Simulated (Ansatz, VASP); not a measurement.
## BN (Qingsongite): VASP beside Ansatz

Wanted: the spread between two codes on one cell, functional and k mesh. The cell is taken from a series of VASP runs on this material, whose earlier steps may have relaxed, scaled or displaced it; both programs get it as it stands.

Method: plane waves, with VASP 6.6.1 beside it; band structure at r2SCAN and single point at r2SCAN, in Ansatz 0.2.0.

## (1) The starting structure

Symmetry: F-43m, No. 216, cubic system. Conventional cell: a = 3.613 Å, b = 3.613 Å, c = 3.613 Å, α = 90.00°, β = 90.00°, γ = 90.00°. B has 4 N at 1.56 Å nearest. Nearest to N lie 4 B at 1.56 Å. Farther neighbours and most contacts between anions are not listed.

As a file:

```cif
data_structure
_symmetry_space_group_name_H-M 'P 1'
_symmetry_Int_Tables_number 1
_cell_length_a 2.5548
_cell_length_b 2.5548
_cell_length_c 2.5548
_cell_angle_alpha 60.000
_cell_angle_beta 60.000
_cell_angle_gamma 60.000
_cell_volume 11.79
loop_
_atom_site_label
_atom_site_type_symbol
_atom_site_fract_x
_atom_site_fract_y
_atom_site_fract_z
_atom_site_occupancy
B1 B 0.00000 0.00000 0.00000 1
N2 N 0.25000 0.25000 0.25000 1
```

## (2) VASP: band structure, r2SCAN

Levels along a path test the potential and the projectors away from the mesh points.

Lines of VASP's logs that name or quote its potential files are left out, and so is its time.

File INCAR:

```
SYSTEM = BN
PREC = Accurate
ENCUT = 520
EDIFF = 1E-06
NELM = 100
ISMEAR = 0
SIGMA = 0.05
LREAL = .FALSE.
ALGO = Normal
METAGGA = R2SCAN
LASPH = .TRUE.
NBANDS = 16
LORBIT = 11
LWAVE = .FALSE.
LCHARG = .FALSE.
KPAR = 2
```

File POSCAR:

```
BN
1.0
    0.0000000000      1.8065386332      1.8065386332
    1.8065386332      0.0000000000      1.8065386332
    1.8065386332      1.8065386332      0.0000000000
B N
1 1
Direct
    0.0000000000      0.0000000000      0.0000000000
    0.2500000000      0.2500000000      0.2500000000
```

File KPOINTS:

```
Automatic mesh
0
Gamma
11 11 11
0 0 0
```

File KPOINTS_OPT:

```
Line mode
16
Line-mode
Reciprocal
  0.00000000   0.00000000   0.00000000 GAMMA
  0.50000000   0.00000000   0.50000000 X

  0.50000000   0.00000000   0.50000000 X
  0.50000000   0.25000000   0.75000000 W

  0.50000000   0.25000000   0.75000000 W
  0.37500000   0.37500000   0.75000000 K

  0.37500000   0.37500000   0.75000000 K
  0.00000000   0.00000000   0.00000000 GAMMA

  0.00000000   0.00000000   0.00000000 GAMMA
  0.50000000   0.50000000   0.50000000 L

  0.50000000   0.50000000   0.50000000 L
  0.62500000   0.25000000   0.62500000 U

  0.62500000   0.25000000   0.62500000 U
  0.50000000   0.25000000   0.75000000 W

  0.50000000   0.25000000   0.75000000 W
  0.50000000   0.50000000   0.50000000 L

  0.50000000   0.50000000   0.50000000 L
  0.37500000   0.37500000   0.75000000 K

  0.62500000   0.25000000   0.62500000 U
  0.50000000   0.00000000   0.50000000 X
```

PAW data sets: B and N (PBE family, release 64).

Command:

```sh
mpirun -np 2 vasp_std
```

Numbers of over 12 decimals in the logs are rounded to 6 here.

The log of the run:

```text
[banner, memory and clock lines left out]
running    2 mpi-ranks, on    1 nodes
 distrk:  each k-point on    1 cores,    2 groups
 distr:  one band on    1 cores,    1 groups

 POSCAR found type information on POSCAR B N
 POSCAR found :  2 types and       2 ions
|                                                                             |
|               ----> ADVICE to this user running VASP <----                  |
|                                                                             |
|     You enforced a specific xc type in the INCAR file but a different       |
|     [... a line on the potential file left out ...]
|     I HOPE YOU KNOW WHAT YOU ARE DOING!                                     |
|                                                                             |

 LDA part: xc-table for (None), standard interpolation
 POSCAR, INCAR and KPOINTS ok, starting setup
 FFT: planning ... GRIDC
 FFT: planning ... GRID_SOFT
 FFT: planning ... GRID
 WAVECAR not read
 entering main loop
       N       E                     dE             d eps       ncg     rms          rms(c)
DAV:   1     0.103762821679E+02    0.10376E+02   -0.48081E+03  1832   0.517E+02
DAV:   2    -0.219444263230E+02   -0.32321E+02   -0.31353E+02  2368   0.142E+02
DAV:   3    -0.224172346250E+02   -0.47281E+00   -0.47261E+00  2024   0.141E+01
DAV:   4    -0.224175536996E+02   -0.31907E-03   -0.31907E-03  2336   0.420E-01
DAV:   5    -0.224175539087E+02   -0.20910E-06   -0.20910E-06  2080   0.101E-02    0.662E+00
DAV:   6    -0.191758757026E+02    0.32417E+01   -0.15984E+00  1984   0.547E+00    0.357E+00
DAV:   7    -0.191723934545E+02    0.34822E-02   -0.22431E-01  2160   0.269E+00    0.184E+00
DAV:   8    -0.191722907042E+02    0.10275E-03   -0.40488E-02  2144   0.966E-01    0.176E-01
DAV:   9    -0.191718293893E+02    0.46131E-03   -0.59723E-03  2248   0.383E-01    0.106E-01
DAV:  10    -0.191717993500E+02    0.30039E-04   -0.53792E-04  2128   0.129E-01    0.302E-02
DAV:  11    -0.191718020009E+02   -0.26510E-05   -0.28505E-05  2336   0.325E-02    0.820E-03
DAV:  12    -0.191718028018E+02   -0.80082E-06   -0.11296E-06  1520   0.643E-03
   1 F= -.19171803E+02 E0= -.19171803E+02  d E =-.422433E-16
 Start KPOINTS_OPT (optional k-point list driver)
k-point batch [1-56\160]
       N       E                     dE             ncg
DAV:   1     0.121383828107E+04   -0.19504E+05     1832
DAV:   2    -0.530877112098E+03   -0.17447E+04     2408
DAV:   3    -0.555137157768E+03   -0.24260E+02     2128
DAV:   4    -0.555149935647E+03   -0.12778E-01     2336
DAV:   5    -0.555149942063E+03   -0.64166E-05     2120
DAV:   6    -0.555149942065E+03   -0.19222E-08     1872
[...]
k-point batch [113-160\160]
       N       E                     dE             ncg
DAV:   1     0.476506751912E+04   -0.20790E+05     1576
DAV:   2     0.320191394956E+04   -0.15632E+04     2008
DAV:   3     0.318038970452E+04   -0.21524E+02     1928
DAV:   4     0.318037822724E+04   -0.11477E-01     2024
DAV:   5     0.318037822142E+04   -0.58128E-05     1928
DAV:   6     0.318037822142E+04   -0.70781E-08     1576
```

Parts of OUTCAR (step 2):

```text
ion  position               nearest neighbor table
   1  0.000  0.000  0.000-   2 1.56   2 1.56   2 1.56   2 1.56
   2  0.250  0.250  0.250-   1 1.56   1 1.56   1 1.56   1 1.56

  LATTYP: Found a face centered cubic cell.
 ALAT       =     3.6130772664

 Subroutine GETGRP returns: Found 24 space group operations
 (whereof 24 operations were pure point group operations)

The static configuration has the point symmetry T_d .

 Found     56 irreducible k-points:

   k-points           NKPTS =     56   k-points in BZ     NKDIM =     56   number of bands    NBANDS=     16

   dimension x,y,z NGX =    20 NGY =   20 NGZ =   20
   dimension x,y,z NGXF=    40 NGYF=   40 NGZF=   40

   ENCUT  =  520.0 eV  38.22 Ry    6.18 a.u.   4.75  4.75  4.75*2*pi/ulx,y,z

   NELECT =       8.0000    total number of electrons

 k-points in reciprocal lattice and weights: Automatic mesh
   0.00000000  0.00000000  0.00000000       0.001
   0.09090909  0.00000000  0.00000000       0.006
   0.18181818  0.00000000  0.00000000       0.006
   0.27272727  0.00000000  0.00000000       0.006
   0.36363636  0.00000000  0.00000000       0.006
   0.45454545  0.00000000  0.00000000       0.006
   0.09090909  0.09090909  0.00000000       0.005
   0.18181818  0.09090909  0.00000000       0.018
   0.27272727  0.09090909  0.00000000       0.018
[...]
-0.36363636  0.45454545  0.18181818       0.018
  -0.27272727  0.45454545  0.18181818       0.018

 average (electrostatic) potential at core
       1 -25.9471       2 -63.2549

 E-fermi :   7.5271

 k-point     1 :       0.0000    0.0000    0.0000
  band No.  band energies     occupation
      1     -14.0475      2.00000
      2       7.2624      2.00000
      3       7.2624      2.00000
      4       7.2624      2.00000
      5      16.7961      0.00000
      6      16.7961      0.00000
      7      16.7961      0.00000
      8      18.3517      0.00000
      9      33.4258      0.00000
    ...

 k-point     2 :       0.0909    0.0000    0.0000
  band No.  band energies     occupation
      1     -13.8391      2.00000
      2       6.1444      2.00000
      3       7.0426      2.00000
      4       7.0426      2.00000
      5      17.0499      0.00000
      6      17.1351      0.00000
      7      17.1351      0.00000
      8      19.0496      0.00000
      9      33.1846      0.00000
    ...

 k-point     3 :       0.1818    0.0000    0.0000
  band No.  band energies     occupation
      1     -13.2241      2.00000
      2       3.6549      2.00000
      3       6.5246      2.00000
      4       6.5246      2.00000
      5      17.3860      0.00000
      6      17.8846      0.00000
      7      17.8846      0.00000
      8      20.6495      0.00000
      9      32.1347      0.00000
    ...

  Total        0.0002600      0.0002600      0.0002600     -0.0000000      0.0000000      0.0000000
  in kB        0.0353321      0.0353321      0.0353321     -0.0000000      0.0000000      0.0000000
  external PRESSURE =       0.0353321 kB  Pullay stress =       0.0000000 kB

  energy-cutoff  :      520.00
  volume of cell :       11.79
      direct lattice vectors                 reciprocal lattice vectors
     0.000000000  1.806538633  1.806538633    -0.276772382  0.276772382  0.276772382
     1.806538633  0.000000000  1.806538633     0.276772382 -0.276772382  0.276772382
     1.806538633  1.806538633  0.000000000     0.276772382  0.276772382 -0.276772382

 POSITION                                       TOTAL-FORCE (eV/Angst)
 -----------------------------------------------------------------------------------
      0.00000      0.00000      0.00000        -0.000000     -0.000000     -0.000000
      0.90327      0.90327      0.90327         0.000000      0.000000      0.000000
 -----------------------------------------------------------------------------------
    total drift:                                0.000000      0.000000      0.000000

  FREE ENERGIE OF THE ION-ELECTRON SYSTEM (eV)
  ---------------------------------------------------
  free  energy   TOTEN  =       -19.1718028018 eV

  energy  without entropy=      -19.1718028018  energy(sigma->0) =      -19.17180280

 total charge
# of ion       s       p       d       tot
------------------------------------------
    1        0.681   1.340   0.000   2.021
    2        1.228   2.791   0.000   4.019
--------------------------------------------------
tot          1.910   4.130   0.000   6.040

[... 3 further parts left out ...]
```

The run ends at a pressure of 0.00 GPa.

## (3) Ansatz: band structure, r2SCAN

Ansatz runs on its default PAW (the set named soft_2) files.

The same cell, functional, mesh and smearing now go to Ansatz, which takes its cutoff from its data sets.

File input.yaml:

```yaml
crystal:
  lattice:
    - [0.0, 1.8065386332, 1.8065386332]
    - [1.8065386332, 0.0, 1.8065386332]
    - [1.8065386332, 1.8065386332, 0.0]
  atoms:
    - { symbol: B, position: [0.0, 0.0, 0.0] }
    - { symbol: "N", position: [0.25, 0.25, 0.25] }
hamiltonian:
  xc: r2scan
  pseudopotentials: { kind: paw }
kpoints:
  mp_grid: { grid: [11, 11, 11] }
  band_path:
    path:
      - [0.0, 0.0, 0.0]
      - [0.16667, 0.0, 0.16667]
      - [0.33333, 0.0, 0.33333]
      - [0.5, 0.0, 0.5]
      - [0.5, 0.08333, 0.58333]
      - [0.5, 0.18333, 0.68333]
      - [0.5, 0.25, 0.75]
      - [0.45, 0.3, 0.75]
      - [0.40833, 0.34167, 0.75]
      - [0.35, 0.35, 0.7]
      - [0.225, 0.225, 0.45]
      - [0.075, 0.075, 0.15]
      - [0.03333, 0.03333, 0.03333]
      - [0.23333, 0.23333, 0.23333]
      - [0.4, 0.4, 0.4]
      - [0.51667, 0.46667, 0.51667]
      - [0.55833, 0.38333, 0.55833]
      - [0.60833, 0.28333, 0.60833]
      - [0.60833, 0.25, 0.64167]
      - [0.55833, 0.25, 0.69167]
      - [0.51667, 0.25, 0.73333]
      - [0.5, 0.3, 0.7]
      - [0.5, 0.38333, 0.61667]
      - [0.5, 0.48333, 0.51667]
      - [0.475, 0.475, 0.55]
      - [0.425, 0.425, 0.65]
      - [0.38333, 0.38333, 0.73333]
      - [0.59167, 0.18333, 0.59167]
      - [0.55, 0.1, 0.55]
      - [0.5, 0.0, 0.5]
    npoints: 1
scf:
  occupations: { method: gaussian, width: 0.05 }
  n_extra_bands: 7
output:
  forces: true
  stress: true
  eigenvalues: true
```

Command:

```sh
ansatz run input.yaml --threads 2 --pin off --max-ram 4608MiB --backend cpu --events-out ev --progress --plain --runs-dir out
```

The log of the run:

```text
scf.n_extra_bands = 7 over 4 filled bands (N_el = 8.0): the run solves 11 bands
Engine: ansatz 0.2.0, aarch64-unknown-linux-gnu
Pseudopotentials: kind: paw
Pseudopotential: B, paw, valence charge 3, recommended cutoff 500 eV (meta_gga), B.paw.azcp
Pseudopotential: N, paw, valence charge 5, recommended cutoff 500 eV (meta_gga), N.paw.azcp
Functional definition: r2SCAN
  parameter k0 = 0.174
  parameter k1 = 0.065
  parameter a1 = 4.9479
  exchange = r2scan_x(k0 = k0, k1 = k1, a1 = a1)
  correlation = r2scan_c
Crystal: 2 atoms, lattice volume = 11.792 Å³
Basis set: ecut = 500 eV, 307 PW (Γ), exchange–correlation on 80×80×80 points (64 copies of the dense FFT grid, shifted against one another)
Bands: 11, of which v1, the nominal top of the filled ones, is band 4 counted from 1 (3 counted from 0)
Symmetry: 24 space group operations
Space group: F-43m (ITA 216), of the structure as read, at distance tolerance 2.3e-5 Å
k-points: 56 of 1331 (time reversal used)
Non-local potential: B, projectors of the file, l = 0: 2, l = 1: 2, l = 2: 1
Non-local potential: N, projectors of the file, l = 0: 2, l = 1: 2, l = 2: 1
PAW form: soft (Blöchl's): semilocal exchange-correlation on the pseudo side does not see the compensation charge
PAW frozen core: B, regenerated for the run's functional (the file was generated under x = pbe(κ = 0.804, μ = 0.219515), c = pbe(β = 0.066725))
PAW frozen core: N, regenerated for the run's functional (the file was generated under x = pbe(κ = 0.804, μ = 0.219515), c = pbe(β = 0.066725))
PAW one-centre angular grid: B, 302 points (default); XC on 160 Gauss nodes
PAW one-centre angular grid: N, 302 points (default); XC on 160 Gauss nodes
Initial density: superposition of atomic densities (neutral atoms: chi_scale 0, normalization atom), corrected by the library's trained network
Initial wavefunctions: pseudopotential atomic-orbital guess
Functional: x = r2scan, c = r2scan; τ floored in thin density (d = 2e-4 eV/Å³)
SCF iter   1: F=—  HF=-543.914520 eV  |F-HF|=—  |Δ(HF+E_count)|=         —  Δρ=1.17e-2  dr2=1.23e-2  dr2_τ=3.26e-1  ethr=1.77e-3  ⟨swp⟩=4.9  Hψ=3544  notcnv=0  defer=46
preconditioner: auto → none  [insulator: Δε(μ)=5.052 eV  Ē_g=26.938 eV  σ=0.050 eV  W_gap=1.00  n_scr=0 (ndim 8)  ℏωp=30.6 eV  f_vac=0.000  D(μ)=0.00/eV (n_scr^D=0)  ε∞_Penn≈2.3]
SCF iter   2: F=—  HF=-544.006234 eV  |F-HF|=—  |Δ(HF+E_count)|=   9.17e-2  Δρ=6.52e-3  dr2=1.84e-3  dr2_τ=2.33e-4  ethr=1.54e-4  ⟨swp⟩=2.0  Hψ=1541  notcnv=0  defer=139
SCF iter   3: F=—  HF=-544.006485 eV  |F-HF|=—  |Δ(HF+E_count)|=   2.50e-4  Δρ=1.62e-3  dr2=1.15e-4  dr2_τ=2.94e-5  ethr=2.30e-5  ⟨swp⟩=1.9  Hψ=585  notcnv=0  defer=139
SCF iter   4: F=—  HF=-544.006500 eV  |F-HF|=—  |Δ(HF+E_count)|=   1.53e-5  Δρ=1.65e-4  dr2=1.70e-6  dr2_τ=1.82e-7  ethr=1.44e-6  ⟨swp⟩=2.0  Hψ=695  notcnv=0  defer=139
SCF iter   5: F=—  HF=-544.006500 eV  |F-HF|=—  |Δ(HF+E_count)|=   7.36e-8  Δρ=6.38e-5  dr2=3.91e-7  dr2_τ=1.78e-8  ethr=2.13e-8  ⟨swp⟩=2.4  Hψ=691  notcnv=0  defer=139
SCF iter   6: F=-544.006500 eV  HF=-544.006500 eV  |F-HF|=2.80e-9  |Δ(HF+E_count)|=   7.43e-9  Δρ=1.11e-5  dr2=1.06e-8  dr2_τ=2.54e-10  ethr=1.25e-9  ⟨swp⟩=8.0  Hψ=3168  notcnv=0
SCF 1 converged in 6 iterations: F = -544.006500 eV  dr2 = 1.06e-8
  greatest PAW one-centre occupation: 0.796 electrons in one spin orbital (limit 2), on the N atom at site 1 (counted from 0), in its partial waves of l = 0
NSCF: frozen V_eff on 30 k-points
SCF converged after 6 iterations
Free energy (F): -544.006500 eV
Harris-Foulkes:  -544.006500 eV  (|F-HF|=2.80e-9)
Internal energy: -544.006500 eV  (E = F + TS)
E sigma→0 (E₀):  -544.006500 eV
Fermi energy:    13.588185 eV
--- Per-component energies (eV) ---
  E_band       = 22.079059
  E_kinetic    = 185.996943
  E_local      = -175.047175  (includes V_loc(G=0)·N_el)
  E_nonlocal   = 55.861494
  E_hartree    = 49.594031
  E_xc         = -92.324380
  E_vxc        = -127.781084  (∫ρ·V_xc dr)
  E_paw        = -209.464057  (= ΣΔE_a)
  E_vpaw       = -23.136406  (= ΣTr[D̂ρ^β])
  E_aug_tail   = 0.000018  (compensation charges beyond the density's cutoff)
  E_vtau       = 6.998378  (kinetic-family band-sum trace: ∫τ·v_τ [+ j·A + Jᵃ·Aᵃ] dr)
  E_ewald      = -358.575367
  E_core_change = -0.048007  (= ΣΔE_core)
  E_smearing   = -0.000000  (= −TS)
  E_closure    = -0.000000  (closes the sum)
  Σ components = -544.006500   (vs F -544.006500, Δ=0.00e0)
--- Forces (eV/Å), atoms counted from 1 ---
  atom   1  B      0.00000000    -0.00000000    -0.00000000
  atom   2  N     -0.00000000    -0.00000000     0.00000000
  max |Σ_I F_I| component: 6.01e-16 eV/Å
--- Stress (GPa, compression-positive) ---
       -1.082223       0.000000      -0.000000
        0.000000      -1.082223       0.000000
       -0.000000       0.000000      -1.082223
  P = ⅓ Tr σ = -1.0822 GPa (-10.822 kbar)
--- Band table (eV; the first three rows and the last of 56) ---
  k-point 0: bands = [-10.2721, 11.0346, 11.0346, 11.0346, 20.6076, 20.6076, 20.6076, 22.0810, ... 3 higher]
  k-point 1: bands = [-10.0639, 9.9179, 10.8156, 10.8156, 20.8458, 20.9454, 20.9454, 22.7924, ... 3 higher]
  k-point 2: bands = [-9.4494, 7.4303, 10.2986, 10.2986, 21.1637, 21.6928, 21.6928, 24.4080, ... 3 higher]
  k-point 55: bands = [-4.3442, 2.9020, 3.4817, 5.1179, 21.0578, 25.0574, 26.4800, 27.4688, ... 3 higher]
```

It took 1.1 s on 2 threads of Arm Neoverse V2, shared host; peak memory 0.28 GiB.

## (4) Side by side

Known differences besides the potentials themselves: VASP keeps PBE cores, Ansatz makes them for the functional; the cutoff is 500 eV in Ansatz and 520 eV in VASP. Total energies have different zeros and are not compared.

The two programs side by side:

```csv
quantity,Ansatz,VASP,difference
pressure (GPa),-1.08,0.00,-1.09
pressure without Ansatz's Pulay correction (GPa),-1.15,0.00,-1.15
gap over the path points (eV),4.999,4.978,+0.021
```

Levels at points of the path, from each program's valence-band top (eV; 3 filled, then empty):

| k (reciprocal lattice) | Ansatz | VASP |
| --- | --- | --- |
| 0.000 0.000 0.000 | 0.00 0.00 0.00 9.57 9.57 9.57 | 0.00 0.00 0.00 9.53 9.53 9.53 |
| 0.167 0.000 0.167 | -2.19 -1.81 -1.81 8.46 12.20 12.20 | -2.19 -1.81 -1.81 8.43 12.17 12.17 |
| 0.333 0.000 0.333 | -6.39 -4.19 -4.19 6.29 10.97 16.74 | -6.39 -4.20 -4.20 6.27 10.95 16.71 |
| 0.500 0.000 0.500 | -9.33 -5.10 -5.10 5.00 9.84 19.32 | -9.33 -5.11 -5.11 4.98 9.82 19.28 |
| 0.500 0.083 0.583 | -9.13 -5.55 -5.50 6.02 10.66 18.47 | -9.13 -5.56 -5.51 6.00 10.64 18.44 |
| 0.500 0.183 0.683 | -8.43 -6.64 -6.45 8.97 13.32 15.67 | -8.43 -6.65 -6.46 8.95 13.30 15.66 |
| 0.500 0.250 0.750 | -7.97 -7.21 -6.68 10.35 14.28 15.49 | -7.97 -7.22 -6.70 10.34 14.27 15.47 |
| 0.450 0.300 0.750 | -8.26 -7.57 -5.63 9.30 14.05 15.35 | -8.26 -7.58 -5.64 9.28 14.04 15.34 |
| 0.408 0.342 0.750 | -8.46 -7.84 -4.57 7.95 13.78 16.44 | -8.46 -7.85 -4.58 7.94 13.76 16.42 |
| 0.350 0.350 0.700 | -8.58 -7.93 -3.88 8.11 14.90 16.22 | -8.59 -7.94 -3.89 8.09 14.89 16.19 |

Among the levels compared at these points, filled levels agree within 13 meV and empty ones within 39 meV. Ansatz's pressure holds a Pulay correction of 0.07 GPa; VASP's holds none.

## (5) What the set-up changes

Further runs change the set-up of one program: Ansatz's method, potentials or start, or VASP's data sets, cutoff or form of LDA. The table gives Ansatz less VASP for each quantity, since a change that brings one quantity closer may part another.

| run | pressure (GPa) | gap over the path points (eV) | pressure without Ansatz's Pulay correction (GPa) |
| --- | --- | --- | --- |
| as above | -1.1 | 0.021 | -1.2 |
| cores kept as stored | -1.3 | 0.024 | -1.4 |
| Ansatz's larger PAW set (cutoff 900 eV) | -0.95 | 0.018 | -1.2 |
| norm-conserving potentials (cutoff 1252 eV) | 0.089 | 0.017 | 0.014 |

(Part 1 of 2 ends here.)

[Lines on the potential files, build, host, timing and source positions are cut from VASP's logs without a mark.]

[Logs are printed without paths, hosts, clocks, repeated set-up lines and the standing remarks that a program may print on its own settings, such as how far it seeks lower states.]

[Hosts, paths, dates, database ids (printed as entryN), source tags and the programs' standing remarks are cut or masked in the printed files.]
